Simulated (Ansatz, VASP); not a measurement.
# Two plane-wave programs on LiF

File INCAR:

```
PREC = Accurate
ENCUT = 520
EDIFF = 1E-7
ISMEAR = 0
SIGMA = 0.05
LREAL = False
LASPH = True
NELM = 100
ALGO = Normal
ISIF = 2
LWAVE = False
LCHARG = False
GGA = PE
NBANDS = 12
```

KPOINTS

```
Automatic mesh
0
Gamma
  10 10 10
```

The input POSCAR:

```
LiF
1.0
    0.0000000000      2.0140000000      2.0140000000
    2.0140000000      0.0000000000      2.0140000000
    2.0140000000      2.0140000000      0.0000000000
Li F
1 1
Direct
   -0.0043886965      0.0000000000      0.0000000000
    0.5000000000      0.5000000000      0.5000000000
```

Input for Ansatz:

```yaml
crystal:
  lattice:
    - [0.0, 2.014, 2.014]
    - [2.014, 0.0, 2.014]
    - [2.014, 2.014, 0.0]
  atoms:
    - { symbol: Li, position: [-0.0043886965, 0.0, 0.0] }
    - { symbol: F, position: [0.5, 0.5, 0.5] }
basis:
  ecutwfc: 420
kpoints:
  mp_grid: { grid: [10, 10, 10] }
hamiltonian:
  xc: pbe
scf:
  occupations: { method: gaussian, width: 0.05 }
output:
  forces: true
  stress: true
  eigenvalues: true
```

Change from the starting cell: all Li atoms moved +0.013 Å, as atom 1 towards its neighbour atom 1 (Li) at 2.848 Å.

Alike in both runs: task single point; functional PBE; k mesh 10 × 10 × 10; occupations gaussian, width 0.05 eV; no spin polarisation.

|  | VASP | Ansatz |
| --- | --- | --- |
| version | VASP 6.6.1 | Ansatz 0.2.0 |
| potentials or method | VASP PAW PBE potentials, release 64 (Li_sv, F) | scalar-relativistic, plane waves, PAW |
| plane-wave cutoff (eV) | 520 | 420 |
| valence electrons in the cell | 10 | 10 |

|  | VASP | Ansatz | Ansatz less VASP |
| --- | --- | --- | --- |
| gap on the k mesh at the Fermi level (eV) | 9.09 | 9.09 | +0.002 |
| least direct gap on the mesh (eV) | 9.09 | 9.09 | +0.002 |
| rms of the force components (eV/Å) | 0.012 | 0.011 | -0.0006 |

Atom by atom the forces differ by 0.001 eV/Å (rms over components).

 A k mesh can miss the band edges.
